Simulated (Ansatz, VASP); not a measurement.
## One calculation of CdS, two programs

```xyz
2
Lattice="0.0000 2.9100 2.9100 2.9100 0.0000 2.9100 2.9100 2.9100 0.0000" Properties=species:S:1:pos:R:3 pbc="T T T"
Cd    0.0000    0.0000    0.0000
S     4.3650    4.3650    4.3650
```

Alike in both runs: task single point; functional revPBE; dispersion D3(BJ); k mesh 8 × 8 × 8; occupations gaussian, width 0.05 eV; no spin polarisation.

|  | VASP | Ansatz |
| --- | --- | --- |
| version | VASP 6.6.1 | Ansatz 0.2.0 |
| potentials or method | VASP PAW PBE potentials, release 64 (Cd, S) | scalar-relativistic, plane waves, PAW |
| plane-wave cutoff (eV) | 520 | 420 |
| valence electrons in the cell | 18 | 26 |

```csv
,VASP,Ansatz,Ansatz less VASP
gap on the k mesh at the Fermi level (eV),1.30,1.30,-0.004
least direct gap on the mesh (eV),1.30,1.30,-0.004
pressure (GPa),0.8,0.5,-0.36
dispersion energy (meV/atom),-595.5,-595.6,-0.07
```

The two sets of potentials don't hold the same shells in valence.

Caveats: the PAW data sets were made with another functional, which shifts forces and pressure a little (VASP). A hybrid or GW would open this gap; revPBE tends to underestimate it.
